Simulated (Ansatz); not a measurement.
# P (R-3m) in Ansatz: a series of runs

Runs on P. Level: PBEsol. Tasks: band structure.

Program: Ansatz 0.2.0. These are calculated values, not measurements. Logs are shortened: lines on timing, memory, paths and dates and some standing lists are left out, and cuts for length are marked.

## Step 1: The structure

It takes space group R-3m (No. 166, trigonal). Conventional cell: a = 3.451 Å, b = 3.451 Å, c = 9.389 Å, α = 90.00°, β = 90.00°, γ = 120.00°. P (site symmetry 3m) has 3 P at 2.29 Å as nearest neighbours.

This isn't the form of P at room conditions, which is orthorhombic.

## Step 2: Band structure, PBEsol

The input, input.yaml:

```yaml
crystal:
  lattice:
    - [1.725725178, 0.9963478961, 3.1296800121]
    - [-1.725725178, 0.9963478961, 3.1296800121]
    - [0.0, -1.9926957921, 3.1296800121]
  atoms:
    - { symbol: P, position: [0.77291975, 0.77291975, 0.77291975] }
    - { symbol: P, position: [0.22708025, 0.22708025, 0.22708025] }
kpoints:
  mp_grid: { grid: [9, 9, 9] }
  band_path:
    path:
      - [0.0, 0.0, 0.0]
      - [0.5, 0.0, 0.0]
      - [0.5, 0.2342330829, -0.2342330829]
    npoints: 12
scf:
  occupations: { method: fermi_dirac, width: 0.05 }
hamiltonian:
  xc: pbesol
  pseudopotentials: { kind: all_electron, lapw: { basis_error: 0.001 } }
output:
  forces: true
  stress: true
  eigenvalues: true
```

Potentials or basis: all-electron LAPW, scalar-relativistic.

The run is started by

```console
ansatz run input.yaml --threads 1 --pin off --max-ram 3072MiB --backend cpu --events-out ev --progress --plain --runs-dir out
```

What it wrote:

```text
Warning: RAYON_NUM_THREADS=1 ignored (pool sized by the plan → 1); use --threads N
LAPW: plane waves up to 7.596 Å⁻¹, error target 1.0e-3 eV per atom; small_component_spin mean_spin; P in spheres of 1.146 Å, 13 of its electrons in bands, Dirac shells [] (how accurate: hamiltonian.pseudopotentials.lapw.basis_error, Limitations)
Engine: ansatz 0.2.0, x86_64-unknown-linux-gnu
Pseudopotentials: kind: all_electron
Pseudopotential: P, LAPW, valence charge 13, lapw/all_electron/scalar/gaussian/P, Koelling and Harmon's equation, gaussian nucleus
Functional definition: PBEsol
  exchange = pbesol_x
  correlation = pbesol_c
Crystal: 2 atoms, lattice volume = 32.287 Å³
Basis set: ecut = 219.83612145341675 eV, 235 PW (Γ), exchange–correlation at level 2
Bands: 17, of which v1, the nominal top of the filled ones, is band 13 counted from 1 (12 counted from 0)
Symmetry: 12 space group operations
Space group: R-3m (ITA 166), of the structure as read, at distance tolerance 3.2e-5 Å
k-points: 85 of 729
Non-local potential: P, projectors of the file, none
Initial density: superposition of atomic densities (chi_scale 0.1, normalization cell)
Initial wavefunctions: plane waves of lowest kinetic energy (no species holds an atomic orbital)
Functional: x = pbesol(κ = 0.804, μ = 0.12345679012345678), c = pbesol(β = 0.046)
iter 1 solved again at ethr=7.85e-4 eV; its pass at ethr=1.00e-1 eV (dr2=2.04e-1 eV) is discarded
SCF iter   1: F=—  HF=-18586.791271 eV  |F-HF|=—  |Δ(HF+E_count)|=         —  Δρ=3.10e-2  dr2=2.05e-1  ethr=7.85e-4  ⟨swp⟩=2.2  Hψ=10024  notcnv=0
preconditioner: auto → Kerker (q_TF=auto, 2.632 Å⁻¹)  [metal: Δε(μ)=0.051 eV  Ē_g=10.860 eV  σ=0.050 eV  W_gap=0.25  n_scr=14 (ndim 8)  ℏωp=20.7 eV  f_vac=0.000  D(μ)=0.31/eV (n_scr^D=0)]
SCF iter   2: F=—  HF=-18586.762838 eV  |F-HF|=—  |Δ(HF+E_count)|=   2.84e-2  Δρ=1.98e-2  dr2=9.58e-2  ethr=7.85e-4  ⟨swp⟩=2.0  Hψ=3761  notcnv=0
iter 3 solved again at ethr=1.41e-5 eV; its pass at ethr=3.68e-4 eV (dr2=3.67e-3 eV) is discarded
SCF iter   3: F=—  HF=-18586.741546 eV  |F-HF|=—  |Δ(HF+E_count)|=   2.13e-2  Δρ=2.88e-3  dr2=3.65e-3  ethr=1.41e-5  ⟨swp⟩=2.0  Hψ=6988  notcnv=0
SCF iter   4: F=—  HF=-18586.741710 eV  |F-HF|=—  |Δ(HF+E_count)|=         —  Δρ=9.90e-4  dr2=3.92e-4  ethr=1.40e-5  ⟨swp⟩=2.0  Hψ=3758  notcnv=0
the basis was enlarged: its passes take 226.5 KiB over the memory plan, 1 of 1 planned eigensolver slots
SCF iter   5: F=—  HF=-18586.741737 eV  |F-HF|=—  |Δ(HF+E_count)|=   2.70e-5  Δρ=2.84e-4  dr2=2.42e-5  ethr=1.51e-6  ⟨swp⟩=2.0  Hψ=3762  notcnv=0
SCF iter   6: F=—  HF=-18586.741749 eV  |F-HF|=—  |Δ(HF+E_count)|=   1.15e-5  Δρ=5.70e-5  dr2=9.43e-7  ethr=9.32e-8  ⟨swp⟩=2.5  Hψ=3810  notcnv=0
SCF iter   7: F=-18586.741749 eV  HF=-18586.741749 eV  |F-HF|=1.17e-8  |Δ(HF+E_count)|=   2.15e-8  Δρ=9.13e-6  dr2=3.09e-8  ethr=3.63e-9  ⟨swp⟩=2.7  Hψ=3837  notcnv=0
SCF 1 converged in 7 iterations: F = -18586.741749 eV  dr2 = 3.09e-8
NSCF: frozen V_eff on 25 k-points
SCF converged after 7 iterations
Free energy (F): -18586.741749 eV
Harris-Foulkes:  -18586.741749 eV  (|F-HF|=1.17e-8)
Internal energy: -18586.739276 eV  (E = F + TS)
E sigma→0 (E₀):  -18586.740513 eV
Entropy (-TS):   -0.002473 eV (-1.236 meV/atom)
Fermi energy:    11.376764 eV
--- Per-component energies (eV) ---
  E_band       = -1896.189226
  E_kinetic    = 18647.717947
  E_xc         = -1230.882310
  E_electrostatic = -36003.574913  (all electrons and nuclei)
  E_smearing   = -0.002473  (= −TS)
  E_closure    = 0.000000  (closes the sum)
  E_atoms      = -18575.207870  (free atoms, spherical and without spin; not in F)
  Σ components = -18586.741749   (vs F -18586.741749, Δ=0.00e0)
  Basis errors (estimates in eV, not in F): energy 5.3e-4 per atom: plane waves 4.9e-4 (2.8e-4 summed), levels above the bands 2.0e-46, relativity 1.1e-8, radial functions 3.5e-5, core shells 1.1e-10; eigenvalues (radial functions only) 8.5e-7; not estimated: angular momenta, meshes, grids; target (lapw.basis_error) 1.0e-3; muffin-tin radii P 1.146 Å
--- Forces (eV/Å), atoms counted from 1 ---
  atom   1  P      0.00000000    -0.00000000    -0.26309026
  atom   2  P      0.00000000     0.00000000     0.26309026
  max |Σ_I F_I| component: 0.00e0 eV/Å
--- Stress (GPa, compression-positive) ---
       -1.167899       0.000000      -0.000000
       -0.000000      -1.167899      -0.000000
       -0.000000      -0.000000      -2.924020
  P = ⅓ Tr σ = -1.7533 GPa (-17.533 kbar)
--- Band table (eV; the first three rows and the last of 85) ---
  k-point 0: bands = ["-158.0167", "-158.0143", "-108.7816", "-108.7816", "-108.7758", "-108.7758", "-108.7496", "-108.7461", "-5.1700", "7.7796", "8.2180", "8.4813", "8.4813", "12.6539", "13.9751", "13.9751", "17.0869"]
  k-point 1: bands = ["-158.0166", "-158.0144", "-108.7816", "-108.7815", "-108.7759", "-108.7757", "-108.7495", "-108.7462", "-4.9696", "6.2390", "8.1293", "8.3248", "9.2434", "13.0991", "13.9210", "13.9874", "15.9947"]
  k-point 2: bands = ["-158.0164", "-158.0146", "-108.7817", "-108.7811", "-108.7764", "-108.7757", "-108.7492", "-108.7464", "-4.3729", "4.0415", "7.9235", "7.9952", "9.9139", "12.7594", "13.2291", "13.3700", "16.5096"]
  k-point 84: bands = ["-158.0165", "-158.0145", "-108.7815", "-108.7814", "-108.7761", "-108.7759", "-108.7492", "-108.7465", "-3.0629", "0.6218", "6.9954", "8.1016", "10.5202", "11.8689", "12.8177", "14.7239", "18.7893"]
```

It took 9.6 s on 1 thread of AMD EPYC 7R43 (Zen 3), shared host; peak memory 0.3 GiB.

Results:

| Property | Result |
| --- | --- |
| Free energy | -18586.7417 eV |
| Pressure | -1.8 GPa |
| Largest force | 0.263 eV/Å |
| Band gap along the path | none (metal or under the smearing width) |

Forces in eV/Å, atoms in the order of the input:
```
P    0.000  0.000 -0.263
P    0.000  0.000  0.263
```

Levels at the corners of the path, in eV from the Fermi level:
```tsv
point	band 10	band 11	band 12	band 13	band 14	band 15	band 16	band 17
Γ	-3.60	-3.16	-2.90	-2.90	1.28	2.60	2.60	5.71
L	-11.94	-3.86	-3.39	-0.71	-0.28	0.12	0.51	8.60
B1	-10.88	-7.56	-6.98	-1.62	1.11	4.70	4.78	7.16
```

## Step 3: Band structure, PBEsol

Edit input.yaml of step 2 so:

```diff
@@ -20,3 +20,6 @@
   xc: pbesol
-  pseudopotentials: { kind: all_electron, lapw: { basis_error: 0.001 } }
+  pseudopotentials:
+    kind: all_electron
+    lapw: { basis_error: 0.001 }
+    relativity: none
 output:
```

Potentials or basis: all-electron LAPW, non-relativistic.

The run is started by

```console
ansatz run input.yaml --threads 1 --pin off --max-ram 3072MiB --backend cpu --events-out ev --progress --plain --runs-dir out
```

It took 10 s on 1 thread of AMD EPYC 7R43 (Zen 3), shared host; peak memory 0.3 GiB.

It converged, with:

- Free energy: -18540.4304 eV
- Pressure: -2.0 GPa
- Largest force: 0.249 eV/Å
- Band gap along the path: none (metal or under the smearing width)

Forces in eV/Å, atoms in the order of the input:
```
P    0.000  0.000 -0.249
P    0.000  0.000  0.249
```

Stress tensor (GPa, compression positive):
```
-1.45  0.00  0.00
 0.00 -1.45  0.00
 0.00  0.00 -3.18
```

Levels at the corners of the path, in eV from the Fermi level:
```csv
point,band 10,band 11,band 12,band 13,band 14,band 15,band 16,band 17
Γ,-3.49,-3.18,-2.92,-2.92,1.28,2.58,2.58,5.69
L,-11.90,-3.88,-3.41,-0.72,-0.25,0.14,0.49,8.57
B1,-10.83,-7.58,-6.99,-1.63,1.12,4.68,4.76,7.14
```
